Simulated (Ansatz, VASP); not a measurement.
Mg in VASP and in Ansatz

```
CELL_PARAMETERS angstrom
-1.85889 1.85889 1.52931
1.85889 -1.85889 1.52931
1.85889 1.85889 -1.52931
ATOMIC_POSITIONS crystal
Mg 0.00000 0.00000 0.00000
```

Alike in both runs: task single point; functional PBE; k mesh 20 × 20 × 20; occupations gaussian, width 0.15 eV; no spin polarisation.

```csv
,VASP,Ansatz
version,VASP 6.6.1,Ansatz 0.2.0
potentials or method,"VASP PAW PBE potentials, release 64 (Mg)","scalar-relativistic, plane waves, PAW"
plane-wave cutoff (eV),520,520
valence electrons in the cell,2,10
```

Ansatz gave:

```
gap on the k mesh at the Fermi level (eV)       : none
pressure (GPa)                                  : 4.1
largest component of the traceless stress (GPa) : 2.48
```

Question: What did VASP give for the same quantities?

Answer: gap on the k mesh at the Fermi level (eV): none; pressure (GPa): 4.0; largest component of the traceless stress (GPa): 2.48.

A gap of «none» marks a metal or a gap that the smearing closes. The two sets of potentials don't hold the same shells in valence.
